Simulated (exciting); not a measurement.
# BAs (F-43m) in exciting: single point with PBE

Aim: the single point of BAs with PBE.

Everything below comes from runs of exciting (release sodium). Logs are shortened: lines on timing, memory, paths and dates and some standing lists are left out, and cuts for length are marked.

### Step 1. Starting point

The structure is cubic, space group F-43m (No. 216). Conventional cell: a = 4.777 Å, b = 4.777 Å, c = 4.777 Å, α = 90.00°, β = 90.00°, γ = 90.00°. As (site symmetry -43m) has 4 B at 2.07 Å as nearest neighbours. B (site symmetry -43m) is surrounded by 4 As at 2.07 Å.

### Step 2. Single point, PBE

File input.xml:

```xml
<input>
  <title>BAs</title>
  <structure speciespath="./" tshift="false">
    <crystal scale="1">
      <basevect>0.000000000000 4.513610848669 4.513610848669</basevect>
      <basevect>4.513610848669 0.000000000000 4.513610848669</basevect>
      <basevect>4.513610848669 4.513610848669 0.000000000000</basevect>
    </crystal>
    <species speciesfile="As.xml" rmt="2">
      <atom coord="0.750000000000 0.750000000000 0.750000000000"/>
    </species>
    <species speciesfile="B.xml" rmt="1.45">
      <atom coord="0.000000000000 0.000000000000 0.000000000000"/>
    </species>
  </structure>
  <groundstate do="fromscratch" ngridk="6 6 6" rgkmax="6" gmaxvr="14" lmaxapw="10" lmaxmat="10" lmaxvr="8" xctype="GGA_PBE" stype="Gaussian" swidth="0.00036749" nempty="10" ValenceRelativity="iora*" epsengy="1e-05" epspot="1e-05" maxscl="60" tforce="true" outputlevel="low"/>
</input>
```

Potentials or basis: all-electron LAPW+lo, shipped species files, valence relativity iora*.

The run is started by

```bash
$ OMP_NUM_THREADS=1 exciting_smp
```

INFO.OUT:

```text
================================================================================
EXCITING SODIUM started
[... 10 lines left out ...]

 Lattice vectors (cartesian) :
      0.0000000000      4.5136108487      4.5136108487
      4.5136108487      0.0000000000      4.5136108487
      4.5136108487      4.5136108487      0.0000000000

 Reciprocal lattice vectors (cartesian) :
     -0.6960264761      0.6960264761      0.6960264761
      0.6960264761     -0.6960264761      0.6960264761
      0.6960264761      0.6960264761     -0.6960264761

 Unit cell volume                           :     183.9087250467
 Brillouin zone volume                      :       1.3487680553

 Species :    1 (As)
     parameters loaded from                 :    As.xml
     name                                   :    arsenic

     atomic positions (lattice) :
       1 :   0.75000000  0.75000000  0.75000000

 Species :    2 (B)
     parameters loaded from                 :    B.xml
     name                                   :    boron

     atomic positions (lattice) :
       1 :   0.00000000  0.00000000  0.00000000

 Total number of atoms per unit cell        :       2

 Spin treatment                             :    spin-unpolarised

 Number of Bravais lattice symmetries       :      48
 Number of crystal symmetries               :      24

 k-point grid                               :       6    6    6
 Total number of k-points                   :      22
 k-point set is reduced with crystal symmetries

 R^MT_min * |G+k|_max (rgkmax)              :       6.00000000

 G-vector grid sizes                        :      30    30    30
 Total number of G-vectors                  :    8609

 Total nuclear charge                       :     -38.00000000
 Total electronic charge                    :      38.00000000

 Number of empty states                     :      10
 Total number of valence states             :      20

 Exchange-correlation type                  :      20
     Perdew-Burke-Ernzerhof, Phys. Rev. Lett. 77, 3865 (1996)
     Generalised gradient approximation (GGA)

 Smearing scheme                            :    Gaussian
 Smearing width                             :       0.00036749

++++++++++++++++++++++++++++++++++++++++++++++++++++++++++++++++++++++++++++++++
+ Ending initialization                                                        +
++++++++++++++++++++++++++++++++++++++++++++++++++++++++++++++++++++++++++++++++

********************************************************************************
* Groundstate module started                                                   *
********************************************************************************
 Output level for this task is set to low

++++++++++++++++++++++++++++++++++++++++++++++++++++++++++++++++++++++++++++++++
[... 5 lines left out ...]
+ SCF iteration number :    1                                                  +
++++++++++++++++++++++++++++++++++++++++++++++++++++++++++++++++++++++++++++++++
 Total energy                               :     -2284.51032405
 _______________________________________________________________
 Fermi energy                               :         0.29213244
 DOS at Fermi energy (states/Ha/cell)       :         0.00000000
 Electron charge: Core leakage              :         0.00238293

 Estimated fundamental gap                  :         0.06844483
        valence-band maximum at    1      0.0000  0.0000  0.0000
     conduction-band minimum at   12      0.3333  0.3333  0.0000

++++++++++++++++++++++++++++++++++++++++++++++++++++++++++++++++++++++++++++++++
+ SCF iteration number :    2                                                  +
++++++++++++++++++++++++++++++++++++++++++++++++++++++++++++++++++++++++++++++++
 Total energy                               :     -2286.22109707
 _______________________________________________________________
 Fermi energy                               :         0.30245785
 DOS at Fermi energy (states/Ha/cell)       :         0.00000000
 Electron charge: Core leakage              :         0.00237791

 Estimated fundamental gap                  :         0.05804828
        valence-band maximum at    1      0.0000  0.0000  0.0000
     conduction-band minimum at   12      0.3333  0.3333  0.0000

 RMS change in effective potential (target) :   10.2601      ( 0.100000E-04)
 Absolute change in total energy   (target) :   1.71077      ( 0.100000E-04)
 Charge distance                   (target) :  0.105644E-01  ( 0.100000E-04)
 Abs. change in max-nonIBS-force   (target) :   0.00000      ( 0.500000E-04)

++++++++++++++++++++++++++++++++++++++++++++++++++++++++++++++++++++++++++++++++
+ SCF iteration number :    3                                                  +
++++++++++++++++++++++++++++++++++++++++++++++++++++++++++++++++++++++++++++++++
 Total energy                               :     -2286.52627520
 _______________________________________________________________
 Fermi energy                               :         0.30797632
 DOS at Fermi energy (states/Ha/cell)       :         0.00000000
 Electron charge: Core leakage              :         0.00238110

 Estimated fundamental gap                  :         0.05312767
        valence-band maximum at    1      0.0000  0.0000  0.0000
     conduction-band minimum at   12      0.3333  0.3333  0.0000

 RMS change in effective potential (target) :   7.78779      ( 0.100000E-04)
 Absolute change in total energy   (target) :  0.305178      ( 0.100000E-04)
 Charge distance                   (target) :  0.483248E-02  ( 0.100000E-04)
 Abs. change in max-nonIBS-force   (target) :   0.00000      ( 0.500000E-04)
[... 325 lines left out ...]
++++++++++++++++++++++++++++++++++++++++++++++++++++++++++++++++++++++++++++++++
+ SCF iteration number :   22                                                  +
++++++++++++++++++++++++++++++++++++++++++++++++++++++++++++++++++++++++++++++++
 Total energy                               :     -2285.94626510
 _______________________________________________________________
 Fermi energy                               :         0.31428687
 DOS at Fermi energy (states/Ha/cell)       :         0.00000000
 Electron charge: Core leakage              :         0.00238327

 Estimated fundamental gap                  :         0.04726172
        valence-band maximum at    1      0.0000  0.0000  0.0000
     conduction-band minimum at   12      0.3333  0.3333  0.0000

 RMS change in effective potential (target) :  0.818971E-06  ( 0.100000E-04)
 Absolute change in total energy   (target) :  0.230166E-05  ( 0.100000E-04)
 Charge distance                   (target) :  0.113521E-07  ( 0.100000E-04)
 Abs. change in max-nonIBS-force   (target) :   0.00000      ( 0.500000E-04)

++++++++++++++++++++++++++++++++++++++++++++++++++++++++++++++++++++++++++++++++
+ SCF iteration number :   23                                                  +
++++++++++++++++++++++++++++++++++++++++++++++++++++++++++++++++++++++++++++++++
 Total energy                               :     -2285.94626396
 _______________________________________________________________
 Fermi energy                               :         0.31428687
 DOS at Fermi energy (states/Ha/cell)       :         0.00000000
 Electron charge: Core leakage              :         0.00238327

 Estimated fundamental gap                  :         0.04726172
        valence-band maximum at    1      0.0000  0.0000  0.0000
     conduction-band minimum at   12      0.3333  0.3333  0.0000

 RMS change in effective potential (target) :  0.236534E-06  ( 0.100000E-04)
 Absolute change in total energy   (target) :  0.114318E-05  ( 0.100000E-04)
 Charge distance                   (target) :  0.415670E-08  ( 0.100000E-04)
 Abs. change in max-nonIBS-force   (target) :   0.00000      ( 0.500000E-04)

++++++++++++++++++++++++++++++++++++++++++++++++++++++++++++++++++++++++++++++++
| Convergency criteria checked for the last 2 iterations                       +
| Convergence targets achieved. Performing final SCF iteration                 +
++++++++++++++++++++++++++++++++++++++++++++++++++++++++++++++++++++++++++++++++
 Total energy                               :     -2285.94626337
 _______________________________________________________________
 Fermi energy                               :         0.31428687
 DOS at Fermi energy (states/Ha/cell)       :         0.00000000
 Electron charge: Core leakage              :         0.00238327

 Estimated fundamental gap                  :         0.04726172
        valence-band maximum at    1      0.0000  0.0000  0.0000
     conduction-band minimum at   12      0.3333  0.3333  0.0000

++++++++++++++++++++++++++++++++++++++++++++++++++++++++++++++++++++++++++++++++
+ Self-consistent loop stopped                                                 +
++++++++++++++++++++++++++++++++++++++++++++++++++++++++++++++++++++++++++++++++
 STATE.OUT is written

--------------------------------------------------------------------------------
- Writing atomic positions and forces                                          -
--------------------------------------------------------------------------------

 Atomic positions (lattice) :
 atom     1  As  :     0.75000000    0.75000000    0.75000000
 atom     2   B  :     0.00000000    0.00000000    0.00000000

 Total atomic forces including IBS (cartesian) :
 atom     1  As  :    -0.00000000    0.00000000    0.00000000
 atom     2   B  :     0.00000000   -0.00000000   -0.00000000

 Atomic force components including IBS (cartesian) :
 atom     1  As  :    -0.00000000    0.00000000    0.00000000   HF force
                 :     0.00000000   -0.00000000   -0.00000000   core correction
                 :    -0.00000000    0.00000000    0.00000000   IBS correction
 atom     2   B  :     0.00000000   -0.00000000   -0.00000000   HF force
                 :    -0.00000000    0.00000000    0.00000000   core correction
                 :     0.00000000   -0.00000000   -0.00000000   IBS correction

********************************************************************************
* Groundstate module stopped                                                   *
********************************************************************************

================================================================================
| EXCITING SODIUM stopped                                                      =
================================================================================
```

Run time: 46 s. Hardware: 1 thread of Intel Xeon Platinum 8375C at 2.90GHz (Ice Lake), shared host; peak memory 0.13 GiB.

Results:

- Free energy: -62203.7667 eV
- Band gap on the k mesh: 1.29 eV, indirect (least direct gap 3.28 eV)

Levels at points of the mesh, in eV from the valence-band top:
| k point | band 6 | band 7 | band 8 | band 9 | band 10 | band 11 | band 12 | band 13 |
| --- | --- | --- | --- | --- | --- | --- | --- | --- |
| (0.00, 0.00, 0.00) | -15.40 | 0.00 | 0.00 | 0.00 | 3.28 | 3.28 | 3.28 | 4.68 |
| (0.50, 0.00, 0.00) | -12.54 | -8.78 | -1.82 | -1.82 | 2.69 | 4.79 | 4.79 | 8.90 |
| (0.50, 0.50, 0.00) | -11.22 | -8.52 | -4.08 | -4.08 | 1.44 | 1.45 | 11.40 | 11.40 |

Caveat: rgkmax is low for these elements, so energy differences scatter by about 1 meV per atom. A k mesh can miss the band edges.
